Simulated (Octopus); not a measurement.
Input of an Octopus 16.4 run:

File inp:

```
CalculationMode = gs
UnitsOutput = eV_Angstrom
PeriodicDimensions = 3
ExperimentalFeatures = yes
PseudopotentialSet = pseudodojo_pbesol
%LatticeParameters
 1*angstrom | 1*angstrom | 1*angstrom
%
%LatticeVectors
 3.2274645616 | 0 | 0
 -1.6137322808 | 2.7950663001 | 0
 0 | 0 | 6.31247342
%
%ReducedCoordinates
 "Mo" | 0 | 0 | 0.5
 "S" | 0.6666666667 | 0.3333333333 | 0.74468068
 "S" | 0.3333333333 | 0.6666666667 | 0.25531932
%
%Spacing
 0.12413325*angstrom | 0.12413325*angstrom | 0.12624947*angstrom
%
DerivativesOrder = 8
%KPointsGrid
 9 | 9 | 4
%
KPointsUseSymmetries = yes
XCFunctional = gga_x_pbe_sol + gga_c_pbe_sol
SmearingFunction = fermi_dirac
Smearing = 0.05*eV
ExtraStates = 9
Eigensolver = chebyshev_filter
ConvRelDens = 3e-7
MaximumIter = 120
```

Potentials or basis: pseudodojo_pbesol (PseudoDojo 0.4, PBEsol).

Launch:

```bash
$ OMP_NUM_THREADS=1 octopus > out.log
```

Problem. Predict the band gap on the k mesh.

Solution. None (metal or under the smearing width).

Problem. Predict the largest force.

Solution. 0.034 eV/Å.

Forces on the atoms (eV/Å):
```
Mo   0.000  0.000  0.000
S    0.000  0.000  0.034
S    0.000  0.000 -0.034
```
